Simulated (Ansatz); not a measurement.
Tl in Ansatz: the effect of functional

Tl:

```
CELL_PARAMETERS angstrom
3.47889 0.00000 0.00000
-1.73944 3.01281 0.00000
0.00000 0.00000 5.56159
ATOMIC_POSITIONS crystal
Tl 0.66667 0.33333 0.75000
Tl 0.33333 0.66667 0.25000
```

The cell isn't the ideal one: volume scaled by 1.02.

Alike in all runs:

* Program: Ansatz 0.2.0
* Task: single point
* Potentials or basis: Ansatz PAW
* k mesh: 9 × 9 × 5
* Occupations: fermi-dirac, width 0.05 eV
* Spin: no spin polarisation

Question: One run gave: pressure 1.3 GPa. Which functional did it use?
A. LDA
B. PBE
C. r2SCAN

Answer: C.

| functional | cutoff | pressure (GPa) |
| --- | --- | --- |
| LDA | 420 eV (not typed: the program's choice for these potentials) | -2.2 |
| r2SCAN | 500 eV (not typed: the program's choice for these potentials) | 1.3 |
| PBE | 420 eV (not typed: the program's choice for these potentials) | 2.6 |

Caveats: the PAW data sets come from PBE, with cores solved anew for the run's functional, which leaves a small shift of forces and pressure (some runs).
